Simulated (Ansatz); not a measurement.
## Ag: two-dimensional strain map

All numbers below come from DFT PBE, scalar-relativistic, plane waves, PAW in Ansatz. The runs took a 300 eV cutoff, a Γ-centred 10×10×10 mesh and Gaussian smearing (0.15 eV). The mesh is coarse. No spin polarisation. Energies are free energies at this smearing, counted from the undisturbed cell; pressure is positive in compression.

Reference structure (as given, not relaxed at this level; it stands at -0.4 GPa; this bcc form isn't the usual structure):

```xyz
1
Lattice="-1.6557 1.6557 1.6557 1.6557 -1.6557 1.6557 1.6557 1.6557 -1.6557" Properties=species:S:1:pos:R:3 pbc="T T T"
Ag    0.0000    0.0000    0.0000
```

The cell is strained by p along both x and y and by q along z, fractional coordinates fixed. Points are written (p, q).

p was sampled at -0.050, -0.025, 0.000, 0.025, 0.050 and q at -0.050, -0.025, 0.000, 0.025, 0.050.

**Question.** Where on the computed points is the energy highest, and how high?

**Answer.** At (-0.050, -0.050): 128.5 meV/atom.

**Question.** Away from (0, 0), which computed point is lowest?

**Answer.** (-0.025, 0.050): -9.6 meV/atom.

The map, in meV/atom:

```
 p \ q  -0.050  -0.025  0.000  0.025  0.050
-0.050   128.5    82.6   45.6   14.8   -5.3
-0.025    49.9    26.6   10.0   -1.8   -9.6
 0.000     6.0     1.8    0.0    5.2    9.7
 0.025    -8.1     1.8   13.6   28.3   46.5
 0.050     2.8    20.1   43.0   69.2   95.7
```

Cost: 25 runs of about 0.65 core-minutes in all, on AMD EPYC (Zen 3) (shared hosts).